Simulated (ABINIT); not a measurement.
# SiC (F-43m): a self-consistent loop beyond G0W0, cycle by cycle, part 3 of 3

Wanted: G0W0 and self-consistent gaps of SiC (F-43m), with the cost of the cycles.

ABINIT 10.8.3; PBE and many-body steps on it, plane waves. Known limits of the many-body steps: not at the basis limit.

So far. Step 10 (evGW, cycle 1): Against G0W0 in ABINIT (6×6×6 mesh, 157 bands, screening to 261.2 eV, Godby-Needs plasmon pole), the gap moves by +0.317 eV. Step 13 (evGW, cycle 2): Against the cycle before, the gap moves by +0.020 eV.

## Step 14: Screening, 6×6×6 mesh, 157 bands, screening to 261.2 eV

This step: RPA screening on PBE, plane waves, norm-conserving pseudopotentials.

The input, run.abi:

```
acell 3*1.0 Angstrom
rprim 
  -0.000000000000 2.179000000000 2.179000000000
  2.179000000000 -0.000000000000 2.179000000000
  2.179000000000 2.179000000000 -0.000000000000
ntypat 2
znucl 14 6
natom 2
typat 1 2
xred 
  0.000000000000 0.000000000000 0.000000000000
  0.250000000000 0.250000000000 0.250000000000
pp_dirpath "pseudos"
pseudos "Si.upf, C.upf"
ecut 37
ngkpt 6 6 6
nshiftk 1
shiftk 0 0 0
kptopt 1
chksymbreak 0
istwfk *1
occopt 1
irdwfk 1
optdriver 3
nband 157
ecuteps 9.6
inclvkb 2
awtr 1
symchi 1
gwcalctyp 10
mbpt_sciss 1.514 eV
nqptdm 1
qptdm 
  0 0 0
indata_prefix "in"
outdata_prefix "out"
tmpdata_prefix "tmp"
```

Started as:

```console
$ OMP_NUM_THREADS=1 mpirun -n 4 abinit run.abi > log
```

Output:

```text
.Version 10.8.3 of ABINIT. v10.8.2 released Aug 2026.

 Symmetries : space group F-4 3 m (#216); Bravais cF (face-center cubic)
[... echo of the input left out ...]
== DATASET  1 ==================================================================
-   mpi_nproc: 4, omp_nthreads: 1 (-1 if OMP is not activated)

--- !DatasetInfo
iteration_state: {dtset: 1, }
dimensions: {natom: 2, nkpt: 16, mband: 157, nsppol: 1, nspinor: 1, nspden: 1, mpw: 1524, }
cutoff_energies: {ecut:  37.0, pawecutdg:  -1.0, }
[...]
[... chi0 elements left out ...]
 For q-point:  0.000010 0.000020 0.000030
  dielectric constant =   6.0792
  dielectric constant without local fields =   6.5748

  Average fulfillment of the sum rule on Im[epsilon] for q-point    1 :     98.62  [%]
[... wings left out ...]
== END DATASET(S) ==============================================================
================================================================================

 -outvars: echo values of variables after computation  --------
           etotal      0.0000000000E+00
            nband         157
             nkpt          16
          spgroup         216
 [... the other variables as echoed above ...]

 Calculation completed.
```

Elapsed: 4.5 s, on 4 MPI ranks of Arm Neoverse V1, shared host; peak memory 0.63 GiB; 18 s of CPU time.

This step gave:

```yaml
eps_infinity_with_local_fields_on_this_mesh_along_the_program_s_q_direction: 6.079
the_same_without_local_fields: 6.575
plasma_frequency: 23.09 eV
plane_waves_in_the_screening_matrix: 181
```

This screening uses the functional's bands under a rigid shift, the mean opening of the cycle before.

## Step 15: Screening, 6×6×6 mesh, 157 bands, screening to 261.2 eV

This step: RPA screening on PBE from quasiparticle energies, plane waves, norm-conserving pseudopotentials.

Changes to run.abi since step 14:

```diff
@@ -29,7 +29,21 @@
 symchi 1
+irdqps 1
 gwcalctyp 10
-mbpt_sciss 1.514 eV
-nqptdm 1
+nqptdm 15
 qptdm 
-  0 0 0
+  0.1666666667 0.0000000000 0.0000000000
+  0.3333333333 0.0000000000 0.0000000000
+  0.5000000000 0.0000000000 0.0000000000
+  0.1666666667 0.1666666667 0.0000000000
+  0.3333333333 0.1666666667 0.0000000000
+  0.5000000000 0.1666666667 0.0000000000
+  -0.3333333333 0.1666666667 0.0000000000
+  -0.1666666667 0.1666666667 0.0000000000
+  0.3333333333 0.3333333333 0.0000000000
+  0.5000000000 0.3333333333 0.0000000000
+  -0.3333333333 0.3333333333 0.0000000000
+  0.5000000000 0.5000000000 0.0000000000
+  0.5000000000 0.3333333333 0.1666666667
+  -0.3333333333 0.3333333333 0.1666666667
+  -0.3333333333 0.5000000000 0.1666666667
 indata_prefix "in"
```

The input, mrgscr.stdin:

```
2
merged
q0_SCR
out_SCR
1
```

Started as:

```console
$ OMP_NUM_THREADS=1 mpirun -n 4 abinit run.abi > log; mrgscr < mrgscr.stdin
```

Output:

```text
.Version 10.8.3 of ABINIT. v10.8.2 released Aug 2026.

 Symmetries : space group F-4 3 m (#216); Bravais cF (face-center cubic)
[... echo of the input left out ...]
== DATASET  1 ==================================================================
-   mpi_nproc: 4, omp_nthreads: 1 (-1 if OMP is not activated)

--- !DatasetInfo
iteration_state: {dtset: 1, }
dimensions: {natom: 2, nkpt: 16, mband: 157, nsppol: 1, nspinor: 1, nspden: 1, mpw: 1524, }
cutoff_energies: {ecut:  37.0, pawecutdg:  -1.0, }
[...]
q-point number  1        q = ( 0.166667, 0.000000, 0.000000) [r.l.u.]
--------------------------------------------------------------------------------
[... chi0 elements left out ...]
  Average fulfillment of the sum rule on Im[epsilon] for q-point    2 :    109.40  [%]

--------------------------------------------------------------------------------
  q-point number  2        q = ( 0.333333, 0.000000, 0.000000) [r.l.u.]
--------------------------------------------------------------------------------
[... chi0 elements left out ...]
  Average fulfillment of the sum rule on Im[epsilon] for q-point    3 :    104.24  [%]

 [... 13 further q-points ...]
```

Wall time 70 s (4 MPI ranks); peak memory 0.98 GiB.

This step gave:

- plasma frequency: 23.09 eV
- plane waves in the screening matrix: 181

This screening reads the quasiparticle levels of the cycle before.

## Step 16: evGW, cycle 3

This step: evGW on PBE, plane waves, norm-conserving pseudopotentials.

Changes to run.abi since step 15:

```diff
@@ -23,12 +23,10 @@
 irdwfk 1
-optdriver 3
+optdriver 4
 nband 157
-ecuteps 9.6
-inclvkb 2
-awtr 1
-symchi 1
-irdqps 1
 gwcalctyp 10
-nqptdm 15
-qptdm 
+ecutsigx 37
+symsigma 1
+nkptgw 16
+kptgw 
+  0.0000000000 0.0000000000 0.0000000000
   0.1666666667 0.0000000000 0.0000000000
@@ -48,2 +46,23 @@
   -0.3333333333 0.5000000000 0.1666666667
+bdgw 
+  1 8
+  1 8
+  1 8
+  1 8
+  1 8
+  1 8
+  1 8
+  1 8
+  1 8
+  1 8
+  1 8
+  1 8
+  1 8
+  1 8
+  1 8
+  1 8
+ecuteps 9.6
+irdscr 1
+ppmodel 1
+irdqps 1
 indata_prefix "in"
```

Started as:

```console
$ OMP_NUM_THREADS=1 mpirun -n 4 abinit run.abi > log
```

Output:

```text
.Version 10.8.3 of ABINIT. v10.8.2 released Aug 2026.

 Symmetries : space group F-4 3 m (#216); Bravais cF (face-center cubic)
[... echo of the input left out ...]
== DATASET  1 ==================================================================
-   mpi_nproc: 4, omp_nthreads: 1 (-1 if OMP is not activated)

--- !DatasetInfo
iteration_state: {dtset: 1, }
dimensions: {natom: 2, nkpt: 16, mband: 157, nsppol: 1, nspinor: 1, nspden: 1, mpw: 1524, }
cutoff_energies: {ecut:  37.0, pawecutdg:  -1.0, }
[...]
.  kptgw no:  3; Maximum DeltaE = (  -0.002   0.011) for band index:  1
[...]
.  kptgw no: 15; Maximum DeltaE = (  -0.005   0.000) for band index:  2
.  kptgw no: 16; Maximum DeltaE = (  -0.006   0.002) for band index:  1

== END DATASET(S) ==============================================================
================================================================================

 -outvars: echo values of variables after computation  --------
           etotal      0.0000000000E+00
            nband         157
             nkpt          16
          spgroup         216
 [... the other variables as echoed above ...]

 Calculation completed.
```

Run time: 11 min. Hardware: 4 MPI ranks; peak memory 1.1 GiB.

This step gave:

| Item | Value |
| --- | --- |
| quasiparticle gap on the mesh | 2.461 eV |
| gap of the density functional on the mesh | 1.361 eV |
| k of the valence top | 0, 0, 0 |
| k of the conduction bottom | 0.5, 0.5, 0 |
| least direct quasiparticle gap on the computed points | 6.032 eV |

Against the cycle before, the gap moves by +0.002 eV.

## Step 17: Side by side

Times are wall times on 4 MPI ranks of Arm Neoverse V1, shared host, good to a factor of about two. A run's time includes the screening step that it read.

```tsv
run	mesh	bands	screening cutoff (eV)	DFT gap (eV)	gap on the mesh (eV)	direct (eV)	ε∞ used	time
G0W0	6×6×6	157	261.2	1.361	2.122	5.604	7.08	88 s
evGW0, cycle 1	6×6×6	157	261.2	1.361	2.317	5.890	7.08	12 min
evGW0, cycle 2	6×6×6	157	261.2	1.361	2.249	5.772	7.08	12 min
evGW0, cycle 3	6×6×6	157	261.2	1.361	2.252	5.783	7.08	12 min
evGW, cycle 1	6×6×6	157	261.2	1.361	2.439	6.006	6.23	13 min
evGW, cycle 2	6×6×6	157	261.2	1.361	2.459	6.030	6.09	13 min
evGW, cycle 3	6×6×6	157	261.2	1.361	2.461	6.032	6.08	13 min
```

## Step 18: Results

* G0W0: 2.122 eV
* evGW0, cycle 1: 2.317 eV
* evGW0, cycle 2: 2.249 eV
* evGW0, cycle 3: 2.252 eV
* evGW, cycle 1: 2.439 eV
* evGW, cycle 2: 2.459 eV
* evGW, cycle 3: 2.461 eV
* known limits: not at the basis limit

What this shows: Only the bands that the input lists are updated; the others, empty or deep, keep the functional's energies or take a rigid shift. The evGW loop starts from the last levels of evGW0, so its cycles and time come on top of those. evGW0 ends at 2.25 eV, +0.13 eV from G0W0, after 3 cycles that took 34 min beside the first screening; the last moved the gap by 0.003 eV. evGW ends at 2.46 eV, +0.34 eV from G0W0, after 3 cycles that took 38 min beside the first screening; the last moved the gap by 0.002 eV. The first cycle of evGW0 takes the full correction, without the factor Z, so it overshoots the one-shot value. Against experiment, by evGW, cycle 3: the gap of 2.46 eV lies +0.06 eV from the measured 2.4 eV (indirect, 2018); the gap of 2.46 eV lies +0.07 eV from the measured 2.39 eV (kind not stated, quoted 2020). These are gaps on the mesh, at modest bands and cutoff. The calculation has static nuclei and no excitons; a measured gap holds zero-point and thermal motion, which mostly lowers it. Bands and cutoff are finite, so the gap is not at the basis limit. The miss can reach some tenths of an eV and take either sign; the mesh is an error of its own. In the updated screening the q = 0 part is built from Kohn-Sham bands under a rigid shift, the other q from the quasiparticle levels.

[Paths, hosts, dates, memory and timing lines, banners, echoed tables and standing remarks are left out of the program output.]

[Logs are printed without paths, hosts, clocks, repeated set-up lines and the standing remarks that a program may print on its own settings, such as how far it seeks lower states.]

[Runs of the session that timed out or met a known fault of the program may be left out.]

[Hosts, paths, dates, database ids (printed as entryN), source tags and the programs' standing remarks are cut or masked in the printed files.]

[G0W0 gaps are taken among the corrected bands and points alone; a level outside them can change the order at an edge.]

[Where Ansatz stands beside ABINIT at settings called matched, ABINIT's density can come from a denser mesh and the files from another edition; pairs whose starting gaps differed by over 0.03 eV were left out, so agreement reads better than it is.]
